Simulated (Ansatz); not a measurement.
# Si2Mo: the cost of one run

Method: DFT PBEsol, scalar-relativistic, plane waves, PAW, in Ansatz 0.2.0.

1 further run of the same task is left out (set aside as unsound or not needed).

## Step 1: The starting structure

The structure is tetragonal, space group I4/mmm (No. 139). The conventional cell has a = 3.200 Å, b = 3.200 Å, c = 7.861 Å, α = 90.00°, β = 90.00°, γ = 90.00°. Si (site symmetry 4mm) has 5 Si at 2.61 to 2.63 Å and 5 Mo at 2.62 Å as nearest neighbours. Mo (site symmetry 4/mmm) is surrounded by 10 Si at 2.62 Å.

Coordinates:

```
Si Mo
1.0
    -1.60000    1.60000    3.93050
     1.60000   -1.60000    3.93050
     1.60000    1.60000   -3.93050
Si Mo
2 1
Direct
  0.33300 0.33300 0.00000
  0.66700 0.66700 0.00000
  0.00000 0.00000 0.00000
```

The structure comes from the Crystallography Open Database.

## Step 2: One atom moved

The change: atom 3 (Mo) moved by 0.15 Å.

input.yaml

```yaml
crystal:
  lattice:
    - [-1.6, 1.6, 3.9305]
    - [1.6, -1.6, 3.9305]
    - [1.6, 1.6, -3.9305]
  atoms:
    - { symbol: Si, position: [0.333, 0.333, 0.0] }
    - { symbol: Si, position: [0.667, 0.667, 0.0] }
    - { symbol: Mo, position: [0.046875, 0.0, 0.046875] }
basis:
  ecutwfc: 420
kpoints:
  mp_grid: { grid: [16, 16, 16] }
hamiltonian:
  xc: pbesol
scf:
  occupations: { method: gaussian, width: 0.1 }
output:
  forces: true
  stress: true
  eigenvalues: true
  write_density: true
  write_potential: true
  elf: true
  volumetric_format: npy
```

Launch:

```sh
$ ansatz run input.yaml --threads 1 --pin off --max-ram 1331MiB --backend cpu --events-out ev --progress --plain --runs-dir out
```

**Question.** How long does this run take on 1 thread of an x86-64 CPU, shared host, and how much memory does it need?

About 99 s, with a peak of 0.7 GiB.
